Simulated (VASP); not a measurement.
Wanted: the native input for a VASP 6.6.1 run.

- Task: relaxation of cell and atoms
- Functional: BLYP
- Dispersion: D3(BJ)
- Potentials or basis: VASP PAW PBE potentials, release 64 (Au, Cu)
- Cutoff: 600 eV
- k mesh: 7 × 7 × 7
- Occupations: fermi-dirac, width 0.05 eV
- Spin: no spin polarisation
- Further INCAR settings: ALGO = Normal; EDIFF = 1e-06; IBRION = 2; EDIFFG = -0.005; NSW = 40; ISIF = 3

The structure of Cu3Au (Auricupride) lies in POSCAR:

```
Cu3Au
1.0
    3.7400000000      0.0000000000      0.0000000000
    0.0000000000      3.7400000000      0.0000000000
    0.0000000000      0.0000000000      3.7400000000
Au Cu
1 3
Direct
    0.0000000000      0.0000000000      0.0000000000
    0.5000000000      0.5000000000      0.0000000000
    0.5000000000      0.0000000000      0.5000000000
    0.0000000000      0.5000000000      0.5000000000
```

These files were run (other wordings do the same):

INCAR

```
PREC     = Accurate       # precision mode
ENCUT    = 600            # plane-wave cutoff, eV
EDIFF    = 1E-6           # SCF threshold, eV
ISMEAR   = -1             # smearing method
SIGMA    = 0.05           # smearing width, eV
LREAL    = False          # projectors in reciprocal space
LASPH    = True           # aspherical terms in the spheres
NELM     = 60             # most SCF steps
ALGO     = Normal         # electronic algorithm
ISIF     = 3              # what is computed and relaxed
LWAVE    = False          # write WAVECAR
LCHARG   = False          # write CHGCAR
GGA      = B5             # functional
ALDAX    = 1.0          
AGGAX    = 1.0          
AGGAC    = 1.0          
ALDAC    = 0.0          
IVDW     = 12             # dispersion correction
VDW_S6   = 1.0          
VDW_S8   = 2.6996       
VDW_A1   = 0.4298       
VDW_A2   = 4.2359       
IBRION   = 2              # ionic algorithm
NSW      = 40             # ionic steps
EDIFFG   = -0.005         # ionic threshold
```

KPOINTS

```
regular mesh
0
Gamma
  7 7 7
```

Potentials or basis: VASP PAW PBE potentials, release 64 (Au, Cu).

The run is started by

```bash
$ cat potpaw_PBE.64/Au/POTCAR potpaw_PBE.64/Cu/POTCAR > POTCAR
$ mpirun -np 1 vasp_std > vasp.out
```

Results of the run:

- Relaxed volume: 12.86 Å³/atom
- Relaxed cell: a = 3.719 Å, b = 3.719 Å, c = 3.719 Å, α = 90.00°, β = 90.00°, γ = 90.00°
- Space group after relaxing (to 0.05 Å): Pm-3m (No. 221)
- Energy gained by relaxing: 1.9 meV/atom
- Ionic steps: 3
- Pressure after relaxing: 0.0 GPa
- Band gap on the k mesh: none (metal or under the smearing width)
- Dispersion energy per atom: -1.392 eV

Caveat: the PAW data sets were made with another functional, which shifts forces and pressure a little; pairwise dispersion overbinds metals, which lowers pressure and volume.

Wall time 69 s on 1 thread of Intel(R) Xeon(R) 6975P-C (Granite Rapids), on a shared host, peak memory 0.19 GiB.
